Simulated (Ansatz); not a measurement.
Si: start and end of a relaxation

The guess for Si was made by a generator: one element on all sites of the HBr type (Pmmm, No. 47). Its size is a rough estimate.

POSCAR.start

```
Si
1.0
     2.62397    0.00000    0.00000
     0.00000    2.66413    0.00000
     0.00000    0.00000    2.86393
Si
1
Direct
  0.00000 0.00000 0.00000
```

Computed with Ansatz, DFT PBE, scalar-relativistic, plane waves, PAW. Cutoff 420 eV, Gaussian smearing, Γ-centred meshes. Cell and atoms relax first on a coarse mesh and then on a finer one. In between, the cell is made exact in the group found at 0.06 Å. In metals the finer mesh still leaves noise of several meV/atom or more. The steps can't lower the symmetry of their start. No spin polarisation.

POSCAR.end

```
Si
1.0
     2.53234    0.00000    0.00000
     0.00000    2.53234    0.00000
     0.00000    0.00000    2.53234
Si
1
Direct
  0.00000 0.00000 0.00000
```

The symmetry goes from Pmmm (No. 47) to Pm-3m (No. 221). The end has the simple cubic type. The volume per atom shrinks by 18.9 %, from 20.0 to 16.2 Å³. The shortest distance goes from 2.62 Å (Si–Si) to 2.53 Å (Si–Si). The energy falls by about 0.20 eV/atom (the start's value is from the coarse mesh).

* Volume per atom: 16.24 Å³
* Density: 2.87 g/cm³
* Energy over the standard state: +0.35 eV/atom
* Gap on the 22×22×22 mesh of the 1-atom cell: 0 eV (a metal)

Energies count from the standard state of Si at the same level. So it is a metastable form at best.

The last run used Gaussian smearing of 0.10 eV. A structure relaxed within its symmetry needn't be a true minimum. In all, the 3 runs took 41 s on 1 thread of Intel(R) Xeon(R) Processor @ 2.50GHz (Skylake/Cascade Lake), with other jobs on the host. Another cell of Si relaxed alike, in Fd-3m, lies 0.35 eV/atom lower, so this cell isn't the stable form at this level.
